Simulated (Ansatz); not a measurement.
Start of a relaxation, clean slab, lower planes held (AlAs, F-43m (No. 216), (1 1 0) face):

```xyz
32
Lattice="8.0104 0.0000 0.0000 0.0000 11.3284 0.0000 0.0000 0.0000 22.0078" Properties=species:S:1:pos:R:3 pbc="T T T"
Al    2.0026    8.4963    8.0000
Al    2.0026    2.8321    8.0000
Al    6.0078    8.4963    8.0000
Al    6.0078    2.8321    8.0000
As    4.0052    1.4160    8.0000
As    4.0052    7.0802    8.0000
As    0.0000    1.4160    8.0000
As    0.0000    7.0802    8.0000
Al    4.0052    5.6642   10.0026
Al    4.0052    0.0000   10.0026
Al    0.0000    5.6642   10.0026
Al    0.0000    0.0000   10.0026
As    6.0078    9.9123   10.0026
As    6.0078    4.2481   10.0026
As    2.0026    9.9123   10.0026
As    2.0026    4.2481   10.0026
Al    6.0078    2.8321   12.0052
Al    6.0078    8.4963   12.0052
Al    2.0026    2.8321   12.0052
Al    2.0026    8.4963   12.0052
As    0.0000    7.0802   12.0052
As    0.0000    1.4160   12.0052
As    4.0052    7.0802   12.0052
As    4.0052    1.4160   12.0052
Al    0.0000    0.0000   14.0078
Al    0.0000    5.6642   14.0078
Al    4.0052    0.0000   14.0078
Al    4.0052    5.6642   14.0078
As    2.0026    4.2481   14.0078
As    2.0026    9.9123   14.0078
As    6.0078    4.2481   14.0078
As    6.0078    9.9123   14.0078
```

Level of theory: Ansatz, DFT PBE+D3(BJ), scalar-relativistic, plane waves, PAW. Settings: cutoff 420 eV, Γ-centred mesh 2×2×1 on the computed 32-atom cell, Gaussian smearing of 0.05 eV; no spin polarisation. The cell repeats along c with a dipole correction in the vacuum.

Atoms 1, 2, 3, 4, 5, 6, 7, 8, 9, 10, 11, 12, 13, 14, 15, 16 (counted from 1) are held. The cell is fixed. Force threshold 0.03 eV/Å.

```csv
step,E − E_final (eV),largest force (eV/Å)
1,2.479,1.288
2,0.922,0.833
3,0.195,0.320
4,0.006,0.061
5,0.000,0.013
```

**Question.** What is the final structure?

**Answer.**
```
CELL_PARAMETERS angstrom
8.01039 0.00000 0.00000
0.00000 11.32840 0.00000
0.00000 0.00000 22.00779
ATOMIC_POSITIONS crystal
Al 0.25000 0.75000 0.36351
Al 0.25000 0.25000 0.36351
Al 0.75000 0.75000 0.36351
Al 0.75000 0.25000 0.36351
As 0.50000 0.12500 0.36351
As 0.50000 0.62500 0.36351
As 0.00000 0.12500 0.36351
As 0.00000 0.62500 0.36351
Al 0.50000 0.50000 0.45450
Al 0.50000 0.00000 0.45450
Al 0.00000 0.50000 0.45450
Al 0.00000 0.00000 0.45450
As 0.75000 0.87500 0.45450
As 0.75000 0.37500 0.45450
As 0.25000 0.87500 0.45450
As 0.25000 0.37500 0.45450
Al 0.75000 0.25168 0.54999
Al 0.75000 0.75168 0.54999
Al 0.25000 0.25168 0.54999
Al 0.25000 0.75168 0.54999
As 0.00000 0.62742 0.54586
As 0.00000 0.12742 0.54586
As 0.50000 0.62742 0.54586
As 0.50000 0.12742 0.54586
Al 0.00000 0.96367 0.61568
Al 0.00000 0.46367 0.61568
Al 0.50000 0.96367 0.61568
Al 0.50000 0.46367 0.61568
As 0.25000 0.35924 0.64713
As 0.25000 0.85924 0.64713
As 0.75000 0.35924 0.64713
As 0.75000 0.85924 0.64713
```